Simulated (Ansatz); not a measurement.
Runs of Ansatz 0.2.0 on Ni. It takes space group Fm-3m (No. 225, cubic). The conventional cell has a = 3.475 Å, b = 3.475 Å, c = 3.475 Å, α = 90.00°, β = 90.00°, γ = 90.00°. Around Ni (site symmetry m-3m) lie 12 Ni at 2.46 Å. 

```csv
task,level,U,cell,hubbard projectors,double counting,gap on the mesh (eV),pressure (GPa),moment (μB),relaxed volume (Å³/atom)
density of states,PBE,-,as given,-,-,none,(a),0.72,-
density of states,PBE+U,Ni d U = 2 eV,as given,ortho-atomic (the default),fll (the default),none,8.9,0.72,-
relaxation of cell and atoms,PBE+D3(BJ),-,relaxed,-,-,none,0.0,0.72,10.55
relaxation of cell and atoms,PBE+D4,-,relaxed,-,-,none,0.0,0.72,10.59
```

Alike in all rows: potentials or basis Ansatz PAW; spin collinear, ferromagnetic start; k mesh 10 × 10 × 10; cutoff (eV) 420; smearing fermi-dirac 0.05 eV.

Estimate the missing entries.

(a) 8.8.

Caveats: the plane-wave basis is chosen anew once the cell has moved, so the energies of steps on either side of that aren't comparable (some runs); pairwise dispersion overbinds metals, which lowers pressure and volume (some runs); the magnetic or orbital state may not be the lowest (some runs); the U is typed as a test and isn't derived for this compound (some runs).

A gap of «none» marks a metal or a gap under the smearing width.
